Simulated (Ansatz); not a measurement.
# Si2W: a tetragonal deformation path

One table from this session's results is given with a row withheld; the runs are named, their logs left out.

Method: DFT PBEsol, scalar-relativistic, plane waves, PAW, in Ansatz 0.2.0.

2 further runs of the same task are left out: 2 set aside as unsound or not needed. Runs told in other sessions of the task aren't counted.

## The starting structure

Symmetry: I4/mmm, No. 139, tetragonal system. Conventional cell: a = 3.202 Å, b = 3.202 Å, c = 7.816 Å, α = 90.00°, β = 90.00°, γ = 90.00°. Si (site symmetry 4mm) is surrounded by 5 Si at 2.59 to 2.62 Å and 5 W at 2.61 Å. Around W (site symmetry 4/mmm) lie 10 Si at 2.61 Å.

As a file:

```cif
data_structure
_symmetry_space_group_name_H-M 'P 1'
_symmetry_Int_Tables_number 1
_cell_length_a 4.5166
_cell_length_b 4.5166
_cell_length_c 4.5166
_cell_angle_alpha 138.471
_cell_angle_beta 138.471
_cell_angle_gamma 60.182
_cell_volume 40.08
loop_
_atom_site_label
_atom_site_type_symbol
_atom_site_fract_x
_atom_site_fract_y
_atom_site_fract_z
_atom_site_occupancy
Si1 Si 0.33450 0.33450 0.00000 1
Si2 Si 0.66550 0.66550 0.00000 1
W1 W 0.00000 0.00000 0.00000 1
```

This cell was relaxed beforehand with the same method: volume 13.36 Å³/atom, gap on the mesh none (metal).

Set-up of the first run:

Input file input.yaml:

```yaml
crystal:
  lattice:
    - [-1.601249782, 1.601249782, 3.9078662611]
    - [1.601249782, -1.601249782, 3.9078662611]
    - [1.601249782, 1.601249782, -3.9078662611]
  atoms:
    - { symbol: Si, position: [0.3344989448, 0.3344989448, 0.0] }
    - { symbol: Si, position: [0.6655010552, 0.6655010552, 0.0] }
    - { symbol: W, position: [0.0, 0.0, 0.0] }
basis:
  ecutwfc: 420
kpoints:
  mp_grid: { grid: [24, 24, 24] }
hamiltonian:
  xc: pbesol
scf:
  occupations: { method: gaussian, width: 0.15 }
output:
  forces: true
  stress: true
  eigenvalues: true
  write_density: true
  write_potential: true
  elf: true
  volumetric_format: npy
```

Run with:

```sh
ansatz run input.yaml --threads 1 --pin off --max-ram 2560MiB --backend cpu --events-out ev --progress --plain --runs-dir out
```

Among the steps run: The reference: the undisturbed cell on the scan's mesh; At ρ = 0.850; ρ = 1.200; Point ρ = 0.920; At ρ = 1.100; Point ρ = 0.960.

One table of the session follows, with a row left open; its other results are not shown here.

It belongs to the step «The scan collected». The scan, with free energies counted from the undisturbed cell:

```
    ρ  ΔE (meV/atom)  pressure (GPa)
0.850          369.1            11.5
0.920              ?               ?
0.960           20.8             1.3
1.000            0.0             0.0
1.100           94.8             0.3
1.200          303.5             3.2
```

**Question.** Estimate the row for ρ = 0.920.

Worked estimate for «ΔE (meV/atom)». A straight line through the neighbours (0.850, 369.1) and (0.960, 20.8) gives 369.1 + (20.8 − 369.1) × (0.920 − 0.850) / (0.960 − 0.850) = 147.5; a parabola fitted to 3 rows on both sides gives 98.1.

**Answer.** ΔE (meV/atom): 90.6; pressure (GPa): 3.7. In «ΔE (meV/atom)» the line misses by +56.9 and the parabola by +7.5.
